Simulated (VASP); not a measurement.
# HfB2 (P6/mmm) in VASP: further runs

One crystal, HfB2, is run at these levels: PBEsol; tasks: single point.

Everything below comes from runs of VASP 6.6.1. Logs are shortened: lines on timing, memory, paths and dates and some standing lists are left out, and cuts for length are marked.

**1. Starting point**

The structure is hexagonal, space group P6/mmm (No. 191). The conventional cell has a = 3.140 Å, b = 3.140 Å, c = 3.480 Å, α = 90.00°, β = 90.00°, γ = 120.00°. Hf (site symmetry 6/mmm) has 12 B at 2.51 Å as nearest neighbours. B (site symmetry -6m2) is surrounded by 3 B at 1.81 Å.

**2. Single point, PBEsol**

INCAR

```
SYSTEM = HfB2
  PREC = Accurate
  ENCUT = 460
  EDIFF = 1E-5
  ISMEAR = 1
  SIGMA = 0.15
  LREAL = .FALSE.
  LASPH = .TRUE.
  NELM = 100
  ALGO = Normal
  ISIF = 2
  LWAVE = .FALSE.
  LCHARG = .FALSE.
  GGA = PS
  NBANDS = 12
  ADDGRID = .FALSE.
```

KPOINTS

```
Automatic mesh
0
G
  11 11 8
  0 0 0
```

POSCAR

```
HfB2
1.0
    3.1400000000      0.0000000000      0.0000000000
   -1.5700000000      2.7193197679      0.0000000000
    0.0000000000      0.0000000000      3.4800000000
Hf B
1 2
Direct
   -0.0142630000      0.0046330000     -0.0059370000
    0.6696320000      0.3380360000      0.4871880000
    0.3055440000      0.6904850000      0.5067950000
```

Potentials or basis: VASP PAW PBE potentials, release 64 (Hf, B).

The run is started by

```bash
cat potpaw_PBE.64/Hf/POTCAR potpaw_PBE.64/B/POTCAR > POTCAR
mpirun -np 1 vasp_std > vasp.out
```

OUTCAR:

```text
SYSTEM = HfB2
   PREC = Accurate
   ENCUT = 460
   EDIFF = 1E-5
   ISMEAR = 1
   LREAL = .FALSE.
   LASPH = .TRUE.
   NELM = 100
   ISIF = 2
   GGA = PS

 Found    485 irreducible k-points:

 Following reciprocal coordinates:
            Coordinates               Weight
  0.000000  0.000000  0.000000      1.000000
  0.090909  0.000000  0.000000      2.000000
  0.000000  0.090909  0.000000      2.000000
 -0.090909  0.090909  0.000000      2.000000
  0.181818  0.000000  0.000000      2.000000
  0.000000  0.181818  0.000000      2.000000
   k-points           NKPTS =    485   k-points in BZ     NKDIM =    485   number of bands    NBANDS=     12
   number of dos      NEDOS =    301   number of ions     NIONS =      3
   total plane-waves  NPLWV =  13824
   dimension x,y,z NGX =    24 NGY =   24 NGZ =   24
   dimension x,y,z NGXF=    48 NGYF=   48 NGZF=   48
   ions per type =               1   2
   NGX,Y,Z   is equivalent  to a cutoff of  12.71, 12.71, 11.47 a.u.
   NGXF,Y,Z  is equivalent  to a cutoff of  25.41, 25.41, 22.93 a.u.
 SYSTEM =  HfB2
   PREC   = accura    normal or accurate (medium, high low for compatibility)
   ISTART =      0    job   : 0-new  1-cont  2-samecut
   ICHARG =      2    charge: 1-file 2-atom 10-const
   ISPIN  =      1    spin polarized calculation?
   LNONCOLLINEAR =      F non collinear calculations
   LSORBIT =      F    spin-orbit coupling
   LASPH  =      T    aspherical Exc in radial PAW
   ENCUT  =  460.0 eV  33.81 Ry    5.81 a.u.   5.49  5.49  6.09*2*pi/ulx,y,z
   NELM   =    100;   NELMIN=  2; NELMDL= -5     # of ELM steps
   EDIFF  = 0.1E-04   stopping-criterion for ELM
   LREAL  =      F    real-space projection
   EDIFFG = 0.1E-03   stopping-criterion for IOM
   NSW    =      0    number of steps for IOM
   IBRION =     -1    ionic relax: 0-MD 1-quasi-New 2-CG
   NFREE  =      0    steps in history (QN), initial steepest desc. (CG)
   ISIF   =      2    stress and relaxation
   ISYM   =      2    0-nonsym 1-usesym 2-fastsym
   POTIM  = 0.5000    time-step for ionic-motion
   TEBEG  =    0.0;   TEEND  =   0.0 temperature during run
   PSTRESS=    0.0 pullay stress
   NELECT =      10.0000    total number of electrons
   NUPDOWN=      -1.0000    fix difference up-down
   EMIN   =  10.00;   EMAX   =-10.00  energy-range for DOS
   EFERMI =   0.00;   METHOD = LEGACY
   ISMEAR =     1;   SIGMA  =   0.15  broadening in eV -4-tet -1-fermi 0-gaus
   EFERMI_NEDOS =   21; number of points for ismear=-14 and -15
   IALGO  =     38    algorithm
   IMIX   =      4    mixing-type and parameters
     AMIX     =   0.40;   BMIX     =  1.00
     AMIX_MAG =   1.60;   BMIX_MAG =  1.00
  volume/ion in A,a.u.               =       9.90        66.84
  Fermi-wavevector in a.u.,A,eV,Ry     =   1.138724  2.151876 17.642568  1.296692
  Thomas-Fermi vector in A             =   2.275428
   LORBIT       =      0    0 simple, 1 ext, 2 COOP (PROOUT), +10 PAW based schemes
   GGA     = PS    functional components
   LHFCALC =     F    Hartree Fock is set to
   AEXX    =    0.0000 exact exchange contribution
   IVDW    =     0    specifies the selected vdW correction
   LEPSILON=     F    determine dielectric tensor
   LRPA    =     F    only Hartree local field effects (RPA)
 non-spin polarized calculation
 Methfessel and Paxton  Order N= 1 SIGMA  =   0.15
  energy-cutoff  :      460.00
  volume of cell :       29.71
 maximum number of plane-waves:       690
 NGX is ok and might be reduce to    24
   NGX = 11   NGY = 11   NGZ = 13

 number of electron      10.0000000 magnetization

 Free energy of the ion-electron system (eV)
  ---------------------------------------------------
  ext. energy  EPLUGINS =         0.00000000
  ---------------------------------------------------
  free energy    TOTEN  =       -27.79851351 eV

  energy without entropy =      -27.79865496  energy(sigma->0) =      -27.79856066

 E-fermi :   7.7145     XC(G=0): -12.4525

 val. band max:        7.6740467232   @ k =  -0.1818  -0.1818   0.1250
 cond. band min:       7.7179984567   @ k =  -0.0909   0.0909   0.3750
 fundamental gap:      0.0439517335
 Fermi energy:         7.7144839974

 k-point     1 :       0.0000    0.0000    0.0000
  band No.  band energies     occupation
      1      -5.9016      2.00000
      2       4.3749      2.00000
      3       4.7254      2.00000
      4       5.0461      2.00000
      5       5.5471      2.00000
      6      11.5579      0.00000
      7      11.7184      0.00000
      8      11.9386      0.00000
      9      12.1291      0.00000
     10      12.8335      0.00000
     11      13.1105      0.00000
     12      13.9744      0.00000

 k-point     2 :       0.0909    0.0000    0.0000
  band No.  band energies     occupation
      1      -5.7339      2.00000
      2       3.9920      2.00000
      3       4.8498      2.00000
      4       4.9580      2.00000
      5       5.4649      2.00000
      6      10.8968      0.00000
      7      11.5744      0.00000
      8      11.8424      0.00000
      9      12.0528      0.00000
     10      13.1526      0.00000
     11      13.7443      0.00000
     12      14.5478      0.00000

 k-point     3 :       0.0000    0.0909    0.0000
  band No.  band energies     occupation
      1      -5.7328      2.00000
      2       4.0270      2.00000
      3       4.8380      2.00000
      4       4.9456      2.00000
      5       5.4322      2.00000
      6      10.8572      0.00000
      7      11.5901      0.00000
      8      11.9606      0.00000
      9      12.0749      0.00000
     10      13.0434      0.00000
     11      13.6805      0.00000
     12      14.6799      0.00000

 k-point     4 :      -0.0909    0.0909    0.0000
  band No.  band energies     occupation
      1      -5.7276      2.00000
      2       4.3714      2.00000
      3       4.7949      2.00000
      4       4.8973      2.00000
      5       5.0259      2.00000
      6      10.9145      0.00000
      7      11.8000      0.00000
      8      11.8577      0.00000
      9      12.0166      0.00000
     10      13.0750      0.00000
     11      13.9096      0.00000
     12      14.7853      0.00000

 k-point     5 :       0.1818    0.0000    0.0000
  band No.  band energies     occupation
      1      -5.2481      2.00000
      2       2.9893      2.00000
      3       4.5929      2.00000
      4       5.1758      2.00000
      5       5.4278      2.00000
      6      10.1176     -0.00000
      7      11.2385      0.00000
      8      11.4168      0.00000
      9      11.9004      0.00000
     10      13.6055      0.00000
     11      15.0609      0.00000
     12      15.3516      0.00000

 k-point     6 :       0.0000    0.1818    0.0000
  band No.  band energies     occupation
      1      -5.2436      2.00000
      2       3.0373      2.00000
      3       4.5613      2.00000
      4       5.1229      2.00000
      5       5.4007      2.00000
      6      10.0618     -0.00000
      7      11.2773      0.00000
      8      11.5087      0.00000
      9      11.9905      0.00000
     10      13.5389      0.00000
     11      15.0052      0.00000
     12      15.3442      0.00000

 [... further k-points ...]

------------------------ aborting loop because EDIFF is reached ----------------------------------------

  FORCE on cell =-STRESS in cart. coord.  units (eV):
  Direction    XX          YY          ZZ          XY          YZ          ZX
  --------------------------------------------------------------------------------------
  -------------------------------------------------------------------------------------
  Total       -0.1053956     -0.4672802     -0.7862291     -0.2487212      0.0412804     -0.0642144
  in kB       -5.6828207    -25.1952569    -42.3926437    -13.4107854      2.2257957     -3.4623704
  external PRESSURE =     -24.4235738 kB  Pullay stress =       0.0000000 kB

 VOLUME and BASIS-vectors are now :
 -----------------------------------------------------------------------------
  energy-cutoff  :      460.00
  volume of cell :       29.71
      direct lattice vectors                 reciprocal lattice vectors
     3.140000000  0.000000000  0.000000000     0.318471338  0.183869512  0.000000000
    -1.570000000  2.719319768  0.000000000     0.000000000  0.367739025  0.000000000
     0.000000000  0.000000000  3.480000000     0.000000000  0.000000000  0.287356322

 POSITION                                       TOTAL-FORCE (eV/Angst)
 -----------------------------------------------------------------------------------
      3.08794      0.01260      3.45934        -0.167103      0.368986      0.164560
      1.57193      0.91923      1.69541        -1.406516      0.297923      0.312090
     -0.12465      1.87765      1.76365         1.573619     -0.666909     -0.476650
 -----------------------------------------------------------------------------------
    total drift:                               -0.000033      0.000013      0.000103

  FREE ENERGIE OF THE ION-ELECTRON SYSTEM (eV)
  ---------------------------------------------------
  free  energy   TOTEN  =       -27.7985135053 eV

  energy  without entropy=      -27.7986549620  energy(sigma->0) =      -27.79856066
```

Run time: 36 s. Hardware: 1 thread of Intel Xeon Platinum 8559C (Emerald Rapids), shared host; peak memory 0.27 GiB.

The run converged, but some of its settings lie outside the range that counts as converged, so its numbers aren't taken as properties of the crystal.

Results:

| Quantity | Value |
| --- | --- |
| Free energy | -27.7985 eV |
| Pressure | -2.4 GPa |
| Largest force | 1.774 eV/Å |
| Band gap on the k mesh | none (metal or under the smearing width) |

Caveat: the PAW data sets were made with another functional, which shifts forces and pressure a little.

**3. Single point, PBEsol**

INCAR: that of step 2 with these lines changed.

```diff
@@ -3,3 +3,3 @@
   ENCUT = 460
-  EDIFF = 1E-5
+  EDIFF = 1E-6
   ISMEAR = 1
```

KPOINTS is that of step 2.

POSCAR

```
HfB2
1.0
    3.1400000000      0.0000000000      0.0000000000
   -1.5700000000      2.7193197679      0.0000000000
    0.0000000000      0.0000000000      3.4800000000
Hf B
1 2
Direct
    0.0000000000      0.0000000000      0.0000000000
    0.6666666667      0.3333333333      0.5000000000
    0.3333333333      0.6666666667      0.5000000000
```

Potentials or basis: VASP PAW PBE potentials, release 64 (Hf, B).

The run is started by

```bash
cat potpaw_PBE.64/Hf/POTCAR potpaw_PBE.64/B/POTCAR > POTCAR
mpirun -np 1 vasp_std > vasp.out
```

It took 8.6 s on 1 thread of Intel Xeon Platinum 8559C (Emerald Rapids), shared host; peak memory 0.15 GiB.

These settings aren't checked as converged: the numbers below hold their error.

What came out:

```yaml
Free_energy: -27.9311 eV
Pressure: -4.1 GPa
Band_gap_on_the_k_mesh: none (metal or under the smearing width)
```

Caveat: the PAW data sets were made with another functional, which shifts forces and pressure a little.

**4. Single point, PBEsol**

INCAR is that of step 3.

KPOINTS is that of step 3.

POSCAR

```
HfB2
1.0
    3.1400000000      0.0000000000      0.0000000000
   -1.5700000000      2.7193197679      0.0000000000
    0.0000000000      0.0000000000      3.4800000000
Hf B
1 2
Direct
   -0.0142630000      0.0046330000     -0.0059370000
    0.6696320000      0.3380360000      0.4871880000
    0.3055440000      0.6904850000      0.5067950000
```

The run is started by

```bash
cat potpaw_PBE.64/Hf/POTCAR potpaw_PBE.64/B/POTCAR > POTCAR
mpirun -np 1 vasp_std > vasp.out
```

It took 42 s on 1 thread of Intel Xeon Platinum 8559C (Emerald Rapids), shared host; peak memory 0.27 GiB.

These settings aren't checked as converged: the numbers below hold their error.

Results:

```yaml
Free_energy: -27.7985 eV
Pressure: -2.4 GPa
Largest_force: 1.775 eV/Å
Band_gap_on_the_k_mesh: none (metal or under the smearing width)
```

Caveat: the PAW data sets were made with another functional, which shifts forces and pressure a little.
